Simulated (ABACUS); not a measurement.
**CdSe (Cadmoselite) in ABACUS: the effect of functional**

CdSe (Cadmoselite):

```
Cd Se
1.0
     4.27114    0.00000    0.00000
    -2.13557    3.69892    0.00000
     0.00000    0.00000    6.97288
Cd Se
2 2
Direct
  0.66667 0.33333 0.50000
  0.33333 0.66667 0.00000
  0.66667 0.33333 0.88500
  0.33333 0.66667 0.38500
```

The cell isn't the ideal one: volume scaled by 0.98.

Alike in all runs:

```yaml
Program: ABACUS 3.10.1
Task: equation of state
Potentials_or_basis: PseudoDojo NC SR 0.4.1 PBE standard
Cutoff: 1401 eV
Density_cutoff: 5606 eV
Basis: DZP LCAO (the cutoffs set its grid)
k_mesh: 5 × 5 × 3
Occupations: fermi-dirac, width 0.05 eV
Spin: no spin polarisation
```

```tsv
functional	gap on the mesh (eV)	pressure (GPa)	largest force (eV/Å)
LDA	0.68	-0.3	0.33
PBE	0.94	5.0	0.36
PBEsol	?	?	?
PW91	0.91	4.7	0.36
AM05	0.90	2.5	0.33
```

Problem. What does the run with functional PBEsol give?

Solution. gap on the mesh 0.83 eV; pressure 2.0 GPa; largest force 0.34 eV/Å.

Caveats: the atomic orbitals were generated for these runs and aren't a published set; the basis of atomic orbitals isn't converged, which shifts pressures, moduli and gaps; the potentials were made for another functional, which shifts forces and pressure (some runs).

